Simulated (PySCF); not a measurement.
Core binding energy against partial charge

Species: C5H6N (charge +1).
Numbering: `[cH:1]1[cH:2][cH:3][nH+:4][cH:5][cH:6]1`

Binding energies: delta-SCF UKS SCAN, pcX-2 on the ionised atom, pcseg-1 elsewhere, spin-free X2C in PySCF 2.14.0. Charges: PBE0/pcSseg-1 ground-state density, for the ionised atom.

```csv
atom,environment,C 1s (eV),Mulliken (e),IAO (e),Hirshfeld (e),ESP (e)
C2,aromatic CH carbon,296.38,-0.175,-0.126,+0.007,-0.152
C1,aromatic CH carbon,296.58,+0.051,-0.050,+0.046,+0.062
C3,aromatic CH next to a ring nitrogen,297.59,+0.262,+0.018,+0.094,+0.050
```

Q: How well does each charge scheme correlate with the binding energies over these sites?

A: Hirshfeld: r = 0.95, slope 14.3 eV per e; Mulliken: r = 0.92, slope 2.8 eV per e; IAO: r = 0.92, slope 8.3 eV per e; ESP: r = 0.58, slope 3.2 eV per e. On 3 points no scheme stands out.

Q: The point-charge model writes a binding energy as kq + V + constant, with V the potential of the other atoms' charges at the site. What does it give with the Hirshfeld charges?

A: V = Σ 14.40 eV Å × q/r over all other atoms: +6.60 eV at C2, +5.79 eV at C1, +6.10 eV at C3. Fitting binding energy − V to q gives k = 19.6 eV per e and leaves an rms residual of 0.11 eV, against 0.16 eV for the fit on q alone. The model has no term for differences in relaxation between sites.

The species carries charge +1, so core ionisation leaves charge +2. Geometry: PBE0-D3(BJ)/def2-SVP; no solvent, vibrations or thermal averaging.
